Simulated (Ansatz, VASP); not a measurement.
GaSb in VASP and in Ansatz

Contents of INCAR:

```
SYSTEM = GaSb
ALGO     = Normal         ! electronic algorithm
EDIFF    = 1E-7           ! SCF threshold, eV
ENCUT    = 520            ! plane-wave cutoff, eV
GGA      = PE             ! functional
ISIF     = 2              ! what is computed and relaxed
ISMEAR   = -1             ! smearing method
LASPH    = .TRUE.         ! aspherical terms in the spheres
LCHARG   = .FALSE.        ! write CHGCAR
LREAL    = .FALSE.        ! projectors in reciprocal space
LWAVE    = .FALSE.        ! write WAVECAR
NBANDS   = 16             ! bands
NELM     = 100            ! most SCF steps
PREC     = Accurate       ! precision mode
SIGMA    = 0.1            ! smearing width, eV
```

The input KPOINTS:

```
k-points
0
G
  13 13 13
  0 0 0
```

Contents of POSCAR:

```
GaSb
1.0
    3.4615137090      0.0000000000      0.0000000000
    0.0000000000      3.4615137090      0.0000000000
    0.0000000000      0.0000000000      3.4615137090
Ga Sb
1 1
Direct
    0.0000000000      0.0000000000      0.0000000000
    0.5000000000      0.5000000000      0.5000000000
```

Input for Ansatz:

```yaml
crystal:
  lattice:
    - [3.461513709, 0.0, 0.0]
    - [0.0, 3.461513709, 0.0]
    - [0.0, 0.0, 3.461513709]
  atoms:
    - { symbol: Ga, position: [0.0, 0.0, 0.0] }
    - { symbol: Sb, position: [0.5, 0.5, 0.5] }
kpoints:
  mp_grid: { grid: [13, 13, 13] }
scf:
  occupations: { method: fermi_dirac, width: 0.1 }
hamiltonian:
  xc: pbe
  pseudopotentials: { kind: all_electron, lapw: { basis_error: 0.001 } }
output:
  forces: true
  stress: true
  eigenvalues: true
  populations: true
```

Change from the starting cell: volume scaled by 0.88, LAPW.

Alike in both runs: task single point; functional PBE; k mesh 13 × 13 × 13; occupations fermi-dirac, width 0.1 eV; no spin polarisation.

|  | VASP | Ansatz |
| --- | --- | --- |
| version | VASP 6.6.1 | Ansatz 0.2.0 |
| potentials or method | VASP PAW PBE potentials, release 64 (Ga_d, Sb) | all-electron LAPW, scalar-relativistic |
| plane-wave cutoff (eV) | 520 | see its input |

```tsv
	VASP	Ansatz	Ansatz less VASP
pressure (GPa)	8.7	8.7	+0.01
```

Ansatz ran all-electron here, so the differences hold the error of VASP's frozen core and of both bases.

Spin-orbit coupling is left out, which matters for the levels of Sb.
